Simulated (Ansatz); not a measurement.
# FeO (I4/mmm) in Ansatz: notebook

The runs below take FeO through single point, with PBEsol.

All numbers are computed with Ansatz 0.2.0; they aren't measurements. Logs are shortened: lines on timing, memory, paths and dates and some standing lists are left out, and cuts for length are marked.

## 1. The structure

The structure is tetragonal, space group I4/mmm (No. 139). Conventional cell: a = 3.204 Å, b = 3.204 Å, c = 4.167 Å, α = 90.00°, β = 90.00°, γ = 90.00°. Fe (site symmetry 4/mmm) is surrounded by 6 O at 2.08 to 2.27 Å. Around O (site symmetry 4/mmm) lie 6 Fe at 2.08 to 2.27 Å.

The cell comes from a database or a generator and needn't be the stable form of this composition.

## 2. Single point, PBEsol, collinear spin, ferromagnetic start

File input.yaml:

```yaml
crystal:
  lattice:
    - [-1.602103413, 1.602103413, 2.08339225]
    - [1.602103413, -1.602103413, 2.08339225]
    - [1.602103413, 1.602103413, -2.08339225]
  atoms:
    - { symbol: Fe, position: [0.0, 0.0, 0.0], spin: 2.2 }
    - { symbol: O, position: [0.5, 0.5, 0.0] }
hamiltonian:
  xc: pbesol
  pseudopotentials: { kind: paw }
magnetization:
  spin_polarized: true
  initial_magnetization: 2.2
  spin_locking: { lock_magnetization: hard }
kpoints:
  mp_grid: { grid: [10, 10, 10] }
scf:
  occupations: { method: fermi_dirac, width: 0.05 }
  lower_state_search: "off"
output:
  forces: true
  stress: true
  eigenvalues: true
```

Potentials or basis: Ansatz PAW.

On the command line:

```bash
$ ansatz run input.yaml --threads 2 --pin off --max-ram 5632MiB --backend cpu --events-out ev --progress --plain --runs-dir out
```

What it wrote:

```text
Warning: output.stress: scf.convergence.dr2_threshold = 1e-7 eV (the SCF's general default) is looser than the 2e-10 eV advised for a printed stress (1e-10 eV for each atom of the cell: 2). What an SCF threshold leaves in a stress goes as its square root, and in the free energy as the threshold itself, and one threshold admits the most on a small cell: of the crystals measured, under no hybrid functional and no lock of the moments, on runs that ended without the residual-converged pass, on stresses that held no estimate of that error, the worst erred by over 100 MPa in a component at 1e-7 eV an atom and by under 5 at 1e-10. Set scf.convergence.dr2_threshold to 2e-10 eV or tighter. The threshold is an SCF's pass mark: one that does not reach it within its budget of iterations ends unconverged, or closes short of it on a stop that the run arms, and scf.convergence.dr2_threshold's page says what that costs each kind of run
Warning: RAYON_NUM_THREADS=2 ignored (pool sized by the plan → 2); use --threads N
Engine: ansatz 0.2.0, aarch64-unknown-linux-gnu
Pseudopotentials: kind: paw
Pseudopotential: Fe, paw, valence charge 16, recommended cutoff 420 eV (normal), Fe.paw.azcp
Pseudopotential: O, paw, valence charge 6, recommended cutoff 420 eV (normal), O.paw.azcp
Functional definition: PBEsol
  exchange = pbesol_x
  correlation = pbesol_c
Crystal: 2 atoms, lattice volume = 21.390 Å³
Basis set: ecut = 420 eV, 411 PW (Γ), exchange–correlation on 48×48×48 points (8 copies of the dense FFT grid, shifted against one another)
Bands: 17, of which v1, the nominal top of the filled ones, is band 11 counted from 1 (10 counted from 0)
Symmetry: 16 space group operations
Space group: I4/mmm (ITA 139), of the structure as read, at distance tolerance 2.8e-5 Å
Magnetic group: BNS 139.531 (UNI 1191), of the structure as read, at distance tolerance 2.8e-5 Å
k-points: 102 of 1000
Non-local potential: Fe, projectors of the file, l = 0: 3, l = 1: 2, l = 2: 3, l = 3: 1
Non-local potential: O, projectors of the file, l = 0: 2, l = 1: 2, l = 2: 1
PAW form: soft (Blöchl's): semilocal exchange-correlation on the pseudo side does not see the compensation charge
PAW frozen core: Fe, regenerated for the run's functional, and the local potential with it (the file was generated under x = pbe(κ = 0.804, μ = 0.2195149727645171), c = pbe(β = 0.06672455060314922))
PAW frozen core: O, regenerated for the run's functional, and the local potential with it (the file was generated under x = pbe(κ = 0.804, μ = 0.2195149727645171), c = pbe(β = 0.06672455060314922))
PAW one-centre angular grid: Fe, 590 points (default); XC on 64 Gauss nodes
PAW one-centre angular grid: O, 110 points (default); XC on 64 Gauss nodes
Initial density: superposition of atomic densities (chi_scale 0.1, normalization cell, long waves kept (reshape's long-wave potential 0.00 eV rms))
Starting moments: Σ|m| = 2.2 μB on 1 of 2 sites
Initial wavefunctions: pseudopotential atomic-orbital guess
Functional: x = pbesol(κ = 0.804, μ = 0.12345679012345678), c = pbesol(β = 0.046)
SCF iter   1: F=—  HF=-5011.169380 eV  |F-HF|=—  |Δ(HF+E_count)|=         —  Δρ=2.26e-1 (↑1.71e-1 ↓2.26e-1)  dr2=3.24e1  dr2_m=1.88e-1  M=2.200 μB ∫|m|=2.200 μB  β_m=0.30  ethr=3.10e-3  ⟨swp⟩=4.4  Hψ=14404  notcnv=0
preconditioner: auto → none  [metal: Δε(μ)=0.011 eV  Ē_g=11.800 eV  σ=0.050 eV  W_gap=0.06  n_scr=8 (ndim 8)  ℏωp=30.0 eV  f_vac=0.000  D(μ)=3.00/eV (n_scr^D=58)  sad-step TF]
SCF iter   2: F=—  HF=-5007.995371 eV  |F-HF|=—  |Δ(HF+E_count)|=    3.17e0  Δρ=6.97e-2 (↑5.71e-2 ↓6.97e-2)  dr2=1.41e0  dr2_m=4.18e-2  M=2.200 μB ∫|m|=2.210 μB  β_m=0.27  ethr=3.10e-3  ⟨swp⟩=3.0  Hψ=9441  notcnv=0  defer=99
SCF iter   3: F=—  HF=-5007.786915 eV  |F-HF|=—  |Δ(HF+E_count)|=   2.08e-1  Δρ=3.97e-2 (↑3.02e-2 ↓3.97e-2)  dr2=2.78e-1  dr2_m=3.08e-2  M=2.200 μB ∫|m|=2.213 μB  β_m=0.54  ethr=3.10e-3  ⟨swp⟩=2.4  Hψ=6905  notcnv=0  defer=22
SCF iter   4: F=—  HF=-5007.850578 eV  |F-HF|=—  |Δ(HF+E_count)|=   6.37e-2  Δρ=8.45e-3 (↑8.45e-3 ↓5.73e-3)  dr2=2.02e-2  dr2_m=3.07e-3  M=2.200 μB ∫|m|=2.239 μB  β_m=0.65  ethr=1.26e-3  ⟨swp⟩=3.1  Hψ=8220  notcnv=0  defer=24
SCF iter   5: F=—  HF=-5007.853306 eV  |F-HF|=—  |Δ(HF+E_count)|=   2.73e-3  Δρ=5.30e-3 (↑2.70e-3 ↓5.30e-3)  dr2=1.08e-2  dr2_m=5.23e-4  M=2.200 μB ∫|m|=2.250 μB  β_m=0.57  ethr=9.17e-5  ⟨swp⟩=2.0  Hψ=5805  notcnv=0  defer=24
SCF iter   6: F=—  HF=-5007.852282 eV  |F-HF|=—  |Δ(HF+E_count)|=   1.02e-3  Δρ=3.24e-3 (↑1.40e-3 ↓3.24e-3)  dr2=3.47e-3  dr2_m=2.68e-4  M=2.200 μB ∫|m|=2.251 μB  β_m=0.65  ethr=4.92e-5  ⟨swp⟩=1.8  Hψ=4710  notcnv=0  defer=24
SCF iter   7: F=—  HF=-5007.852081 eV  |F-HF|=—  |Δ(HF+E_count)|=   2.00e-4  Δρ=1.28e-3 (↑5.45e-4 ↓1.28e-3)  dr2=9.68e-5  dr2_m=1.34e-4  M=2.200 μB ∫|m|=2.253 μB  β_m=0.83  ethr=1.58e-5  ⟨swp⟩=2.0  Hψ=3944  notcnv=0  defer=24
SCF iter   8: F=—  HF=-5007.852349 eV  |F-HF|=—  |Δ(HF+E_count)|=   2.68e-4  Δρ=7.45e-4 (↑7.45e-4 ↓7.34e-4)  dr2=3.31e-4  dr2_m=1.13e-5  M=2.200 μB ∫|m|=2.256 μB  β_m=0.83  ethr=4.40e-7  ⟨swp⟩=2.0  Hψ=5944  notcnv=0  defer=24
SCF iter   9: F=—  HF=-5007.852359 eV  |F-HF|=—  |Δ(HF+E_count)|=   1.04e-5  Δρ=9.00e-4 (↑1.24e-4 ↓9.00e-4)  dr2=1.62e-4  dr2_m=3.38e-5  M=2.200 μB ∫|m|=2.258 μB  β_m=0.73  ethr=4.40e-7  ⟨swp⟩=2.2  Hψ=5576  notcnv=0  defer=24
SCF iter  10: F=—  HF=-5007.852338 eV  |F-HF|=—  |Δ(HF+E_count)|=   2.17e-5  Δρ=1.92e-4 (↑1.25e-4 ↓1.92e-4)  dr2=2.50e-6  dr2_m=3.08e-6  M=2.200 μB ∫|m|=2.257 μB  β_m=0.87  ethr=4.40e-7  ⟨swp⟩=1.8  Hψ=4061  notcnv=0  defer=24
SCF iter  11: F=—  HF=-5007.852342 eV  |F-HF|=—  |Δ(HF+E_count)|=   4.27e-6  Δρ=8.40e-5 (↑1.14e-5 ↓8.40e-5)  dr2=4.67e-7  dr2_m=3.33e-7  M=2.200 μB ∫|m|=2.257 μB  β_m=0.93  ethr=1.14e-8  ⟨swp⟩=2.0  Hψ=5890  notcnv=0  defer=24
iter 12 did not close the SCF: its close was put off for a magnetic moment that had not settled (scf_convergence_deferred on its scf_iter line)
SCF iter  12: F=-5007.852342 eV  HF=-5007.852342 eV  |F-HF|=2.18e-8  |Δ(HF+E_count)|=   5.81e-8  Δρ=3.07e-5 (↑4.68e-6 ↓3.07e-5)  dr2=5.81e-8  dr2_m=4.25e-8  M=2.200 μB ∫|m|=2.256 μB  β_m=0.97  ethr=4.55e-10  ⟨swp⟩=5.0  Hψ=14288  notcnv=0
iter 13 met the thresholds in force, and the SCF goes on: an eigenvalue changes by 0.75 meV, over its tolerance of 0.50 meV (output.eigenvalues, Limitations)
SCF iter  13: F=-5007.852342 eV  HF=-5007.852342 eV  |F-HF|=2.70e-8  |Δ(HF+E_count)|=   1.43e-8  Δρ=6.45e-6 (↑6.06e-6 ↓6.45e-6)  dr2=2.79e-8  dr2_m=2.28e-10  M=2.200 μB ∫|m|=2.256 μB  β_m=0.81  ethr=2.64e-10  ⟨swp⟩=1.5  Hψ=10813  notcnv=0
SCF iter  14: F=-5007.852342 eV  HF=-5007.852342 eV  |F-HF|=3.00e-11  |Δ(HF+E_count)|=   4.08e-9  Δρ=9.63e-7 (↑2.93e-7 ↓9.63e-7)  dr2=8.46e-11  dr2_m=4.69e-11  M=2.200 μB ∫|m|=2.256 μB  ethr=1.27e-10  ⟨swp⟩=2.0  Hψ=10003  notcnv=0
SCF 1 converged in 14 iterations: F = -5007.852342 eV  dr2 = 8.46e-11
SCF converged after 14 iterations
Stability checked in part: among states of this total moment the steps that led to this state did not find it unstable. No probe was made; neither looks for a lower state of another moment (fixed_total_moment; see scf.lower_state_search)
an eigenvalue changed by more than its tolerance at an iteration that met the thresholds in force, so the SCF went on 1 time: the last check found none over its tolerance
Magnetization: 2.2000 μB (12.1000 up, 9.9000 down)
Absolute magnetization: 2.2577 μB (∫|ρ↑−ρ↓|, with the PAW one-centre terms)
Spin contamination: 0.0339 ħ² per cell (⟨S²⟩ above its minimum at these occupations)
Per-site moments (μB) at R_I (Å): [(2.038877999131199, 0.8593993031250001), (-0.008712333444186853, 0.8593993031250001)]
Free energy (F): -5007.852342 eV
Harris-Foulkes:  -5007.852342 eV  (|F-HF|=3.00e-11)
Internal energy: -5007.816832 eV  (E = F + TS)
E sigma→0 (E₀):  -5007.834587 eV
Entropy (-TS):   -0.035510 eV (-17.755 meV/atom)
Fermi energy:    12.669415 (↑ 12.114989, ↓ 13.223842) eV
--- Per-component energies (eV) ---
  E_band       = -289.753370
  E_kinetic    = 514.283117
  E_local      = -2693.567112  (includes V_loc(G=0)·N_el)
  E_nonlocal   = 277.292290
  E_hartree    = 1093.990312
  E_xc         = -185.225130
  E_vxc        = -238.660756  (∫ρ·V_xc dr)
  E_paw        = -1489.755488  (= ΣΔE_a)
  E_vpaw       = -337.084696  (= ΣTr[D̂ρ^β])
  E_aug_tail   = 0.002872  (compensation charges beyond the density's cutoff)
  E_ewald      = -2525.052183
  E_core_change = 0.214490  (= ΣΔE_core)
  E_smearing   = -0.035510  (= −TS)
  E_closure    = 0.000000  (closes the sum)
  Σ components = -5007.852342   (vs F -5007.852342, Δ=0.00e0)
--- Forces (eV/Å), atoms counted from 1 ---
  atom   1  Fe     0.00000000     0.00000000    -0.00000000
  atom   2  O      0.00000000     0.00000000    -0.00000000
  max |Σ_I F_I| component: 3.75e-30 eV/Å
--- Stress (GPa, compression-positive) ---
      -30.219938       0.000000      -0.000000
        0.000000     -30.219938       0.000000
        0.000000       0.000000     -32.966886
  P = ⅓ Tr σ = -31.1356 GPa (-311.356 kbar)
--- Band table (eV; the first three rows and the last of 204) ---
  k-point 0 ↑: bands = ["-75.2246", "-41.5654", "-41.3305", "-41.3305", "-7.3110", "9.0270", "9.2998", "9.2998", "10.2101", "10.2101", "10.4940", "10.5084", "10.7413", "13.0962", "28.2093", "29.7728", "29.7728"]
  k-point 1 ↑: bands = ["-75.2241", "-41.5672", "-41.3343", "-41.3314", "-7.2101", "8.1345", "8.7803", "9.1059", "10.1287", "10.5005", "10.5380", "10.9695", "11.2563", "13.8323", "26.9319", "28.7166", "29.1914"]
  k-point 2 ↑: bands = ["-75.2229", "-41.5717", "-41.3441", "-41.3338", "-6.9531", "6.8529", "8.4103", "8.7974", "9.9192", "10.6347", "10.9603", "11.3342", "11.6499", "15.5622", "25.6011", "25.6489", "27.5027"]
  k-point 101 ↓: bands = ["-72.7739", "-39.2245", "-38.9563", "-38.9563", "-6.1996", "6.1960", "8.0766", "8.0766", "11.0349", "13.5195", "13.5239", "13.5491", "13.5491", "19.1007", "22.0785", "23.9007", "26.9366"]
```

Run time: 4.9 s. Hardware: 2 threads of Arm Neoverse V1, shared host; peak memory 0.33 GiB.

What came out:

```
Free energy     : -5007.8523 eV
Pressure        : -31.1 GPa
Net moment      : 2.20 μB per cell
Absolute moment : 2.26 μB per cell
Site moments    : Fe +2.04; O -0.01 μB
```

Stress tensor (GPa, compression positive):
```
-30.22   0.00   0.00
  0.00 -30.22   0.00
  0.00   0.00 -32.97
```

Caveat: a pressure of tens of GPa on the cell as given is suspect, and the run, the potentials or the cell itself is likely at fault; the pressure holds a Pulay correction of +0.6 GPa for the finite cutoff; the total moment is fixed, so each spin has its own Fermi level; a cell with one magnetic atom can't hold antiferromagnetic order, which such compounds often take; the PAW data sets come from PBE, with cores solved anew for the run's functional, which leaves a small shift of forces and pressure; the thresholds are loose for stress.

(Continued in part 2 of 2.)
